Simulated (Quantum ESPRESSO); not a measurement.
GaN:

```
Ga N
1.0
     0.00000    2.25350    2.25350
     2.25350    0.00000    2.25350
     2.25350    2.25350    0.00000
Ga N
1 1
Cartesian
  0.0000 0.0000 0.0000
  1.1268 1.1268 1.1268
```

The cell is a database's computed one.

```yaml
Program: Quantum ESPRESSO 7.5
Task: phonons
Functional: PBE
Potentials_or_basis: GBRV 1.5 PBE
Cutoff: 762 eV
Density_cutoff: 6095 eV
k_mesh: 8 × 8 × 8, shifted
Occupations: fermi-dirac, width 0.05 eV
Spin: no spin polarisation
Mixing_beta: 0.5
Most_SCF_iterations: 120
SCF_threshold: 4e-10 Ry
```

The cell and the atoms were relaxed first, to 11.78 Å³/atom (a = 3.218 Å, b = 3.218 Å, c = 3.218 Å, α = 60.00°, β = 60.00°, γ = 60.00°), and the response was taken there.

The first run showed a gap, so the response started from a second, tighter run with fixed occupations.

Task: How polar is the lattice: what are the Born charges, the two dielectric constants and the LO-TO splitting?

Result: Born charges ±2.69 e; dielectric constants 6.09 (electrons alone) and 10.95 (static); transverse and longitudinal modes at 516 and 692 cm⁻¹.
